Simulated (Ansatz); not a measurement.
# Li2Se: further runs on the relaxed cell

The task here is to estimate one member of a computed series from the others.

Method: DFT PBE, scalar-relativistic, plane waves, PAW, in Ansatz 0.2.0.

1 further run of the same task is left out (set aside as unsound or not needed).

**The structure to begin with**

Symmetry: Fm-3m, No. 225, cubic system. Conventional cell: a = 6.005 Å, b = 6.005 Å, c = 6.005 Å, α = 90.00°, β = 90.00°, γ = 90.00°. Li (site symmetry -43m) is surrounded by 4 Se at 2.60 Å. Se (site symmetry m-3m) has 8 Li at 2.60 Å as nearest neighbours.

Structure file:

```
Li Se
1.0
     0.00000    3.00250    3.00250
     3.00250    0.00000    3.00250
     3.00250    3.00250    0.00000
Li Se
2 1
Direct
  0.25000 0.25000 0.25000
  0.75000 0.75000 0.75000
  0.00000 0.00000 0.00000
```

This cell was relaxed beforehand with the same method: volume 18.05 Å³/atom, gap on the mesh 2.98 eV.

Set-up of the first run:

Contents of input.yaml:

```yaml
crystal:
  lattice:
    - [0.0, 3.0025, 3.0025]
    - [3.0025, 0.0, 3.0025]
    - [3.0025, 3.0025, 0.0]
  atoms:
    - { symbol: Li, position: [0.25, 0.25, 0.25] }
    - { symbol: Li, position: [0.75, 0.75, 0.75] }
    - { symbol: Se, position: [0.0, 0.0, 0.0] }
basis:
  ecutwfc: 420
kpoints:
  mp_grid: { grid: [8, 8, 8] }
  band_path:
    path:
      - [[0.0, 0.0, 0.0], [0.5, 0.0, 0.5], [0.625, 0.25, 0.625]]
      - [[0.375, 0.375, 0.75], [0.0, 0.0, 0.0], [0.5, 0.5, 0.5], [0.5, 0.25, 0.75], [0.5, 0.0, 0.5]]
    npoints: 14
hamiltonian:
  xc: pbe
scf:
  occupations: { method: gaussian, width: 0.02 }
  n_extra_bands: 7
output:
  forces: true
  stress: true
  eigenvalues: true
  populations: true
  dos: { projected: true, de: 0.02, nscf_kmesh: { grid: [12, 12, 12] } }
  bader: true
  write_density: true
  write_potential: true
  elf: true
  volumetric_format: npy
```

Started as:

```sh
$ ansatz run input.yaml --threads 1 --pin off --max-ram 2560MiB --backend cpu --events-out ev --progress --plain --runs-dir out
```

Steps of the session up to this table: Bands, states and charges; Band edges anywhere in the zone; Eigenvalues a small step from each edge; The cell scaled to 0.97 of its volume; The cell scaled to 1.03 of its volume; Volume × 0.94; Point at V/V0 = 1.06.

One table of the session follows, with a row left open; its other results are not shown here.

It belongs to the step «Equation of state». 

```
volume (Å³/atom)  energy above the lowest point (meV/atom)  pressure (GPa)  gap on the mesh (eV)
          16.962                                       7.7            2.38                  2.93
          17.504                                       1.9            1.11                  2.96
          18.045                                       0.0            0.02                  2.98
          18.586                                         ?               ?                     ?
          19.128                                       6.1           -1.74                  3.02
```

Q: Estimate the row for volume (Å³/atom) = 18.586 from the others.

Worked estimate for «energy above the lowest point (meV/atom)». A straight line through the neighbours (18.045, 0.0) and (19.128, 6.1) gives 0.0 + (6.1 − 0.0) × (18.586 − 18.045) / (19.128 − 18.045) = 3.0; a parabola fitted to 3 rows on both sides gives 1.4.

The run gave: energy above the lowest point (meV/atom): 1.6; pressure (GPa): -0.92; gap on the mesh (eV): 3.00. In «energy above the lowest point (meV/atom)» the line misses by +1.4 and the parabola by -0.2.
